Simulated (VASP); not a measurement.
```yaml
crystal:
  lattice:
    - [1.35716, -2.35067, 0.00000]
    - [1.35716, 2.35067, 0.00000]
    - [0.00000, 0.00000, 4.40680]
  atoms:
    - { symbol: Be, position: [0.66667, 0.33333, 0.50001] }
    - { symbol: Be, position: [0.33333, 0.66667, 0.00001] }
    - { symbol: O, position: [0.66667, 0.33333, 0.87799] }
    - { symbol: O, position: [0.33333, 0.66667, 0.37799] }
```

Calculation: SCAN meta-GGA, VASP's PBE PAW potentials (set 64) (plane waves; VASP 6.6.1). Settings: 520 eV cut-off, 9×9×5 Γ-centred mesh, Gaussian smearing of 0.050 eV, potentials Be O.

**Question.** Give the stress tensor in GPa (positive for a compressed cell).

**Answer.** 
```
-6.43   0.00   0.00
 0.00  -6.43   0.00
 0.00   0.00  -6.21
```
The pressure is its mean diagonal, -6.36 GPa.

The compound is BeO in the wurtzite structure. This cell is one point of a volume scan, at 1.03 of the reference volume.
